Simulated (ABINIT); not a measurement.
The system is LiH.

```
Li H
1.0
     0.00000    2.03675    2.03675
     2.03675    0.00000    2.03675
     2.03675    2.03675    0.00000
Li H
1 1
Direct
  0.00000 0.00000 0.00000
  0.50000 0.50000 0.50000
```

Base run:

```yaml
Program: ABINIT 10.8.3 (patched build)
Functional: PBE0
Potentials_or_basis: SG15 NC PBE v1.2
Cutoff: 707 eV
k_mesh: 8 × 8 × 8
Occupations: fixed
Spin: no spin polarisation
```

Its results: band gap on the k mesh 4.68 eV, direct.

The run is repeated on the same cell with these changes: functional from PBE0 to HSE06. What comes out?

Band gap on the k mesh 4.07 eV, direct.

Caveats: Libxc's HSE differs a little from that of other programs (some runs).

A k mesh can miss the band edges.
